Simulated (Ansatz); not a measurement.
Theory: Ansatz, DFT PBE, scalar-relativistic, plane waves, PAW. All cells share a 420 eV cutoff and Γ-centred k meshes spaced at most about 0.3 Å⁻¹ (about 0.25 or finer for metals, 2π included). No spin polarisation.

All energies are static (0 K, no zero-point motion).

**Question.** Order these relaxed structures of Be5Te2 by energy, lowest first, with the energy over the lowest of them.
A. Space group P-3m1 (No. 164), trigonal, a = 3.839 Å, c = 9.737 Å. Be on a site of symmetry -3m is surrounded by 6 Be at 2.22 Å; Be on a site of symmetry 3m has 6 Be at 2.22 Å and 1 Te at 3.02 Å; Be on a second site of symmetry 3m has 4 Te at 2.42–2.55 Å and 3 Be at 2.72 Å; around Te lie 4 Be at 2.42–2.55 Å and 1 Be at 3.02 Å.
B. Space group R-3m (No. 166), trigonal, a = 3.864 Å, c = 29.200 Å. Be on a site of symmetry 3m is surrounded by 3 Te at 2.35 Å, 3 Be at 3.41 Å, 10 Be at 3.77–4.06 Å and 3 Te at 3.99 Å; Be on a site of symmetry -3m is surrounded by 6 Be at 2.24 Å; Be on a second site of symmetry 3m is surrounded by 6 Be at 2.24–2.26 Å and 1 Te at 2.66 Å; around Te lie 3 Be at 2.35 Å and 1 Be at 2.66 Å.
C. Space group R-3m (No. 166), trigonal, a = 4.107 Å, c = 23.140 Å. Around Be on a site of symmetry 2/m lie 4 Be at 2.05 Å, 4 Be at 2.32 Å and 2 Te at 2.69 Å; Be on a site of symmetry 3m has 1 Be at 2.15 Å, 6 Be at 2.32 Å and 3 Te at 2.72 Å; around Te lie 6 Be at 2.69–2.72 Å.

**Answer.** C (0 meV/atom), A (13 meV/atom), B (104 meV/atom). Counting Be atoms around Te (those within 1.25 times the shortest such distance or 1.15 times the sum of covalent radii, 1.27 where that leaves under three; a plus sign parts nearer from farther groups): C has Te 6; A has Te 4+1; B has Te 3+1. All come from invented guesses. The lowest form computed isn't among them: it has space group C2 (No. 5), 17.7 Å³/atom and lies 19 meV/atom below the best shown. Even the lowest of the cells shown lies +0.18 eV/atom against the elements.

The k mesh leaves some 4 meV/atom of noise in the energy of each metallic cell. Spin–orbit coupling, which can matter for Te, is left out. Cells relaxed within their symmetry can be saddle points. Some candidate types were left out of the draw beforehand, so a known form may be missing.
